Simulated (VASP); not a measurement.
## Al2Cu: single point with PBEsol

Crystal: Al2Cu.

```xyz
3
Lattice="4.1052 0.0000 0.0000 0.0000 4.1052 0.0000 0.0000 0.0000 2.8913" Properties=species:S:1:pos:R:3 pbc="T T T"
Al    2.0526    0.0000    1.4457
Al    0.0000    2.0526    1.4457
Cu    0.0100    0.0079   -0.0432
```

The cell comes from a database or a generator and needn't be the stable form of this composition.

The cell isn't the ideal one: one atom moved.

| Item | Value |
| --- | --- |
| Program | VASP 6.6.1 |
| Task | single point |
| Functional | PBEsol |
| Potentials or basis | VASP PAW PBE potentials, release 64 (Al, Cu) |
| Cutoff | 520 eV |
| k mesh | 10 × 10 × 12 |
| Occupations | gaussian, width 0.1 eV |
| Spin | no spin polarisation |
| Dipole correction | no |
| Further INCAR settings | ALGO = Fast; EDIFF = 1e-06; NBANDS = 16 |

| Property | Result |
| --- | --- |
| Pressure | -2.2 GPa |
| Largest force | 0.250 eV/Å |
| Band gap on the k mesh | none (metal or under the smearing width) |

Forces in eV/Å, atoms in the order of the input:
```
Al   0.065 -0.002 -0.118
Al  -0.002  0.051 -0.118
Cu  -0.063 -0.049  0.237
```

Stress tensor (GPa, compression positive):
```
-1.56  0.00 -0.03
 0.00 -1.57 -0.03
-0.03 -0.03 -3.58
```

Levels at points of the mesh, in eV from the Fermi level:
```
           k point  band 7  band 8  band 9  band 10  band 11  band 12
(0.00, 0.00, 0.00)   -2.40   -2.40   -0.12     0.84     5.91     6.12
(0.50, 0.00, 0.00)   -4.08   -1.09    1.53     1.70     1.88     7.30
(0.00, 0.50, 0.00)   -4.08   -1.09    1.53     1.70     1.88     7.30
(0.50, 0.50, 0.00)   -4.11   -4.11   -2.46     8.50     8.50     9.23
(0.00, 0.00, 0.50)   -3.04    2.45    2.45     2.48     2.75     2.75
(0.50, 0.00, 0.50)   -3.09   -2.52   -1.74     3.62     3.91     4.35
(0.00, 0.50, 0.50)   -3.09   -2.52   -1.74     3.62     3.91     4.35
(0.50, 0.50, 0.50)   -2.29   -2.29   -0.93    -0.93    -0.12    -0.12
```

Wall time 3.2 min on 1 thread of Intel(R) Xeon(R) 6975P-C (Granite Rapids), on a shared host, peak memory 0.53 GiB.

Caveat: the PAW data sets were made with another functional, which shifts forces and pressure a little.
